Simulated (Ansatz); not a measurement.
The system is La2O3.

```
CELL_PARAMETERS angstrom
3.93078 0.00000 0.00000
-1.96539 3.40415 0.00000
0.00000 0.00000 6.11195
ATOMIC_POSITIONS crystal
La 0.33333 0.66667 0.24624
La 0.66667 0.33333 0.75376
O 0.00000 0.00000 0.00000
O 0.33333 0.66667 0.64589
O 0.66667 0.33333 0.35411
```

The cell is a database's computed one.

Program: Ansatz 0.2.0. Alike in all runs: task band structure; level PBE; no spin polarisation; cell as given; k mesh 8 × 8 × 5; smearing fermi-dirac 0.05 eV. Hardware: 2 threads of Arm Neoverse V2, with other jobs on the host.

Q: Order these runs on this cell by their wall time, lowest first.
A. potentials or basis Ansatz PAW earlier set; cutoff (eV) 900
B. potentials or basis Ansatz NC; cutoff (eV) 1497
C. potentials or basis Ansatz PAW; cutoff (eV) 420

A: C (7.8 s), A (18 s), B (70 s).
